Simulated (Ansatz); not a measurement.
## S vacancy in WS$_{2}$

Level of theory: DFT PBE+D3(BJ), scalar-relativistic, plane waves, PAW in Ansatz 0.2.0. Settings: 420 eV cutoff, 2×2×2 k-mesh, Gaussian smearing of 0.01 eV, collinear spin in charge +1, -1 alone.

Host crystal, relaxed:

```yaml
crystal:
  lattice:
    - [3.15414, 0.00000, 0.00000]
    - [-1.57707, 2.73157, 0.00000]
    - [0.00000, 0.00000, 12.14503]
  atoms:
    - { symbol: W, position: [0.33333, 0.66667, 0.75020] }
    - { symbol: W, position: [0.66667, 0.33333, 0.24980] }
    - { symbol: S, position: [0.33333, 0.66667, 0.12014] }
    - { symbol: S, position: [0.66667, 0.33333, 0.62054] }
    - { symbol: S, position: [0.33333, 0.66667, 0.37946] }
    - { symbol: S, position: [0.66667, 0.33333, 0.87986] }
```

Supercell of 42 atoms, rows in host cell vectors: -2 -3 0; 3 1 0; 0 0 1. Atoms relax at the host's cell, keeping the symmetry that the supercell leaves at the site. The cell is small, so energies carry finite-size errors of tenths of an eV. The host's Kohn–Sham gap is 0.88 eV.

Spin-orbit coupling is left out, which matters for the bands and energies of heavy elements. Starting moments were lost in some runs.

Defect: S vacancy, charge -1.

Command:

```bash
ansatz run input.yaml --threads 4 --pin off --max-ram 10240MiB --backend cpu --events-out ev --progress --plain --runs-dir out
```

The input:

```yaml
crystal:
  lattice:
    - [-1.5770698836, -8.1946954965, 0.0]
    - [7.885349418, 2.7315651655, 0.0]
    - [0.0, 0.0, 12.1450302921]
  atoms:
    - { symbol: W, position: [0.4761904762, 0.0952380952, 0.7494923922] }
    - { symbol: W, position: [0.619036133, 0.5237049447, 0.7501972348] }
    - { symbol: W, position: [0.1905398753, 0.23808348, 0.7501623394] }
    - { symbol: W, position: [0.7618116689, 0.9523924385, 0.7501972348] }
    - { symbol: W, position: [0.3333450914, 0.6667421095, 0.7501623394] }
    - { symbol: W, position: [0.9046864619, 0.3808886961, 0.7501623394] }
    - { symbol: W, position: [0.0477236267, 0.8096169025, 0.7501972348] }
    - { symbol: W, position: [0.6599863125, 0.3245578844, 0.2519540053], spin: 0.333 }
    - { symbol: W, position: [0.8095238095, 0.7619047619, 0.2472226011] }
    - { symbol: W, position: [0.3822428134, 0.4751419379, 0.2491468677] }
    - { symbol: W, position: [0.9500419817, 0.1891857581, 0.2491468677] }
    - { symbol: W, position: [0.521714429, 0.911442259, 0.2519540053], spin: 0.333 }
    - { symbol: W, position: [0.0962866335, 0.6213865897, 0.2491468677] }
    - { symbol: W, position: [0.2468706871, 0.0497141424, 0.2519540053], spin: 0.333 }
    - { symbol: S, position: [0.6166278917, 0.514524193, 0.1198405919] }
    - { symbol: S, position: [0.19455329, 0.235610538, 0.1208895752] }
    - { symbol: S, position: [0.7550391584, 0.9548006797, 0.1198405919] }
    - { symbol: S, position: [0.3358180334, 0.6732284662, 0.1208895752] }
    - { symbol: S, position: [0.8982001052, 0.3768752815, 0.1208895752] }
    - { symbol: S, position: [0.0569043785, 0.8163894131, 0.1198405919] }
    - { symbol: S, position: [0.6669624659, 0.3337180128, 0.6202487572] }
    - { symbol: S, position: [0.8095238095, 0.7619047619, 0.6205665085] }
    - { symbol: S, position: [0.3809785542, 0.4762758569, 0.6204713348] }
    - { symbol: S, position: [0.9524401599, 0.1904500173, 0.6204713348] }
    - { symbol: S, position: [0.523898404, 0.9044661056, 0.6202487572] }
    - { symbol: S, position: [0.0951527145, 0.6189884115, 0.6204713348] }
    - { symbol: S, position: [0.2377105587, 0.0475301674, 0.6202487572] }
    - { symbol: S, position: [0.4761904762, 0.0952380952, 0.3845488785] }
    - { symbol: S, position: [0.6217038877, 0.5235078736, 0.3781696099] }
    - { symbol: S, position: [0.1900290495, 0.2357810425, 0.3787654427] }
    - { symbol: S, position: [0.7589468431, 0.9497246838, 0.3781696099] }
    - { symbol: S, position: [0.3356475289, 0.6685337213, 0.3787654427] }
    - { symbol: S, position: [0.9028948501, 0.3813995219, 0.3787654427] }
    - { symbol: S, position: [0.0479206979, 0.8124817284, 0.3781696099] }
    - { symbol: S, position: [0.6660985731, 0.3325106066, 0.8796546347] }
    - { symbol: S, position: [0.8095238095, 0.7619047619, 0.8799342225] }
    - { symbol: S, position: [0.3809583487, 0.4762248789, 0.8798639038] }
    - { symbol: S, position: [0.9524093874, 0.1904702228, 0.8798639038] }
    - { symbol: S, position: [0.5235548907, 0.9053299983, 0.8796546347] }
    - { symbol: S, position: [0.0952036925, 0.619019184, 0.8798639038] }
    - { symbol: S, position: [0.2389179648, 0.0478736808, 0.8796546347] }
  host:
    lattice:
      - [3.1541397672, 0.0, 0.0]
      - [-1.5770698836, 2.7315651655, 0.0]
      - [0.0, 0.0, 12.1450302921]
    atoms:
      - { symbol: W, position: [0.3333333333, 0.6666666667, 0.7501964938] }
      - { symbol: W, position: [0.6666666667, 0.3333333333, 0.2498035062] }
      - { symbol: S, position: [0.3333333333, 0.6666666667, 0.1201425056] }
      - { symbol: S, position: [0.6666666667, 0.3333333333, 0.6205429627] }
      - { symbol: S, position: [0.3333333333, 0.6666666667, 0.3794570373] }
      - { symbol: S, position: [0.6666666667, 0.3333333333, 0.8798574944] }
total_charge: -1
basis:
  ecutwfc: 420
  xc_grid: 2
kpoints:
  mp_grid: { grid: [2, 2, 2], shift: [0.0, 0.0, 0.0] }
hamiltonian:
  xc: pbe
  dispersion: d3bj
scf:
  occupations: { method: gaussian, width: 0.01 }
output:
  forces: true
  stress: false
  eigenvalues: true
  populations: true
  charged_corrections:
    defect_position: [0.47619048, 0.0952381, 0.12014251]
    epsilon: [[14.1706, 0.0, 0.0], [0.0, 14.1706, 0.0], [0.0, 0.0, 6.6521]]
  write_density: true
  write_potential: true
  elf: true
  volumetric_format: npy
magnetization:
  spin_polarized: true
relax:
  adjacent_minimum: "off"
  f_tol: 0.025
  max_steps: 45
```

From the output:

```
Warning: RAYON_NUM_THREADS=4 ignored (pool sized by the plan → 4); use --threads N
Crystal: 41 atoms, lattice volume = 732.469 Å³
Basis set: ecut = 420 eV, 14321 PW (Γ), exchange–correlation on 120×120×180 points (8 copies of the dense FFT grid, shifted against one another)
Bands: 221, of which v1, the nominal top of the filled ones, is band 180 counted from 1 (179 counted from 0)
Symmetry: 3 space group operations
Space group: P3 (ITA 143), of the structure as read, at distance tolerance 9.0e-5 Å
k-points: 4 of 8
relax step   1: F+E_penalty+E_count = -169779.21262495 eV  Δ(F+E_penalty+E_count) = +0.000e0 eV  max|allowed force component| = 2.112e-1 eV/Å  Δτ_max = 0.0000 Å
relax step   2: F+E_penalty+E_count = -169779.20688743 eV  Δ(F+E_penalty+E_count) = +5.738e-3 eV  max|allowed force component| = 1.385e-1 eV/Å  Δτ_max = 0.0370 Å
relax step   3: F+E_penalty+E_count = -169779.21758145 eV  Δ(F+E_penalty+E_count) = -4.957e-3 eV  max|allowed force component| = 4.944e-2 eV/Å  Δτ_max = 0.0165 Å
relax step   4: F+E_penalty+E_count = -169779.21926440 eV  Δ(F+E_penalty+E_count) = -1.683e-3 eV  max|allowed force component| = 6.112e-3 eV/Å  Δτ_max = 0.0094 Å
SCF converged after 10 iterations
Free energy (F): -169779.219264 eV
E sigma→0 (E₀):  -169779.218782 eV
Fermi energy:    12.724389 eV
```

The relaxation gained 0.01 eV in 4 steps. Time: 2.9 min on 4 threads of Arm Neoverse V2 (shared host), peak memory 3.4 GiB.